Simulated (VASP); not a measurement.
AgI:

```
Ag I
1.0
     0.00000    3.23650    3.23650
     3.23650    0.00000    3.23650
     3.23650    3.23650    0.00000
Ag I
1 1
Direct
  0.00000 0.00000 0.00000
  0.75000 0.75000 0.75000
```

Measurements of this composition are mostly on another form, of space group No. 229.

| Item | Value |
| --- | --- |
| Program | VASP 6.6.1 |
| Task | relaxation of cell and atoms |
| Functional | PBE |
| Potentials or basis | VASP PAW PBE potentials, release 64 (Ag, I) |
| Cutoff | 600 eV |
| k mesh | 8 × 8 × 8 |
| Occupations | gaussian, width 0.02 eV |
| Spin | no spin polarisation |

At the start: pressure 2.2 GPa; volume 33.90 Å³/atom.

How do energy, volume and symmetry change on relaxing?

Over 4 steps the energy falls by 15.0 meV/atom and the volume is 36.32 Å³/atom (+7.1 %); space group F-43m (No. 216, to 0.05 Å).

The path:
| step | energy change (eV) | largest force (eV/Å) | pressure (GPa) | volume (Å³) |
| --- | --- | --- | --- | --- |
| 1 | 0.0000 | 0.0000 | 2.17 | 67.80 |
| 2 | -0.0300 | 0.0000 | 0.11 | 72.41 |
| 3 | -0.0300 | 0.0000 | -0.07 | 72.77 |
| 4 | -0.0300 | 0.0000 | -0.02 | 72.63 |

Final structure:
```xyz
2
Lattice="0.0000 3.3115 3.3115 3.3115 0.0000 3.3115 3.3115 3.3115 0.0000" Properties=species:S:1:pos:R:3 pbc="T T T"
Ag    0.0000    0.0000    0.0000
I     4.9673    4.9673    4.9673
```
